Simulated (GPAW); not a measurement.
A run of GPAW 26.7.0:

The input run.py:

```python
from ase import Atoms
from ase.eos import EquationOfState
from ase.io import Trajectory
from ase.units import GPa
from gpaw import GPAW, PW

atoms = Atoms(['S', 'Mg'],
              cell=[[0.0, 2.60165, 2.60165],
                    [2.60165, 0.0, 2.60165],
                    [2.60165, 2.60165, 0.0]],
              scaled_positions=[[0.5, 0.5, 0.5],
                                [0.0, 0.0, 0.0]],
              pbc=True)

traj = Trajectory('eos.traj', 'w')
volumes, energies = [], []
for x in [0.94, 0.96, 0.98, 1.0, 1.02, 1.04, 1.06]:
    a = atoms.copy()
    a.set_cell(atoms.cell * x**(1 / 3), scale_atoms=True)
    calc = GPAW(mode=PW(800),
                xc='MGGA_X_R2SCAN+MGGA_C_R2SCAN',
                kpts={'size': (9, 9, 9), 'gamma': True},
                occupations={'name': 'fermi-dirac', 'width': 0.05},
                nbands=16,
                convergence={'density': 1e-05, 'energy': 1e-05},
                maxiter=150,
                txt=f'eos-{x:.2f}.txt')
    a.calc = calc
    energies.append(a.get_potential_energy(force_consistent=True))
    volumes.append(a.get_volume())
    p = -a.get_stress()[:3].mean() / GPa
    calc.write(f'eos-{x:.2f}.gpw')
    traj.write(a)
    print(f'{x:.2f} {volumes[-1]:10.4f} A^3 {energies[-1]:14.6f} eV {p:9.3f} GPa', flush=True)

v0, e0, B = EquationOfState(volumes, energies, eos='birchmurnaghan').fit()
print(f'V0 = {v0:.4f} A^3, E0 = {e0:.6f} eV, B0 = {B / GPa:.2f} GPa')
```

Potentials or basis: GPAW PAW data sets (gpaw-data 1.2.1), pw.

Command:

```sh
$ OMP_NUM_THREADS=1 python run.py
```

Hardware: 1 thread of Arm Neoverse V2, with other jobs on the host.

Task: Estimate the wall time of this run.

Result: Run time: 8.1 min on 1 thread of Arm Neoverse V2 (shared host), peak memory 0.63 GiB. Counts: scf iterations 105, plane waves 1720, bands 16, k points 35.
